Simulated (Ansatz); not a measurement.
**Phases of Zn at 120 GPa**

Structure types of Zn are relaxed in primitive cells with their symmetry kept at 120 GPa, first on PAW files, then by LAPW. The enthalpy is E + pV at zero temperature, without zero-point motion. Only the types listed were tried, and differences under about 5 meV/atom are mesh noise.

Level of theory: DFT with PBE, scalar-relativistic, in Ansatz 0.2.0; Fermi–Dirac smearing of 0.1 eV, no spin polarisation. LAPW: all electrons, basis error target 0.5 meV/atom; PAW: frozen-core files, cutoff 420 eV.

k meshes: fcc 20×20×20, bcc 20×20×20, hcp 19×19×10, diamond 15×15×15, omega 10×10×13, sc 18×18×18.

| start type | ends as | a, b, c (Å) | V (Å³/atom) | H − H(lowest), LAPW (meV/atom) |
| --- | --- | --- | --- | --- |
| fcc | fcc, Fm-3m | 3.335, 3.335, 3.335 | 9.27 | 65.3 |
| bcc | bcc, Im-3m | 2.650, 2.650, 2.650 | 9.31 | 174.7 |
| hcp | hcp, P6_3/mmc | 2.367, 2.367, 3.812 | 9.25 | 0.0 |
| diamond | diamond, Fd-3m | 4.570, 4.570, 4.570 | 11.93 | ? |
| omega | omega, P6/mmm | 3.771, 3.771, 2.288 | 9.39 | 264.0 |
| sc | sc, Pm-3m | 2.166, 2.166, 2.166 | 10.17 | ? |

Problem. What belongs in the row "sc", column "H − H(lowest), LAPW (meV/atom)"?

Solution. 1282.9.

Problem. Give the missing entry: row "diamond", column "H − H(lowest), LAPW (meV/atom)".

Solution. 3497.5.

Problem. Split the lead of hcp over fcc into energy and pV.

Solution. For fcc less hcp: ΔE = +47.3 meV/atom, and p·ΔV = 120 GPa × +0.0241 Å³ × 6.242 meV/(GPa·Å³) = +18.1 meV/atom, together 65.4 meV/atom. hcp wins on both counts.
